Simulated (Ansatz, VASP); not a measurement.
**Ti in VASP and in Ansatz**

```
Ti
1.0
    -1.60818    1.64100    1.64100
     1.64100   -1.60818    1.64100
     1.64100    1.64100   -1.60818
Ti
1
Direct
  0.00000 0.00000 0.00000
```

Change from the starting cell: equal xy, yz and zx shear strains of +2 %.

Alike in both runs: task single point; functional PBEsol; k mesh 14 × 14 × 14; occupations fermi-dirac, width 0.05 eV; no spin polarisation.

```csv
,VASP,Ansatz
version,VASP 6.6.1,Ansatz 0.2.0
potentials or method,"VASP PAW PBE potentials, release 64 (Ti_sv), cutoff 520 eV","all-electron LAPW, scalar-relativistic"
```

|  | VASP | Ansatz | Ansatz less VASP |
| --- | --- | --- | --- |
| pressure (GPa) | -6.8 | -6.7 | +0.17 |
| largest component of the traceless stress (GPa) | 0.80 | 0.80 | +0.008 |

Ansatz ran all-electron here, so the differences hold the error of VASP's frozen core and of both bases.

Caveats: the PAW data sets were made with another functional, which shifts forces and pressure a little (VASP).
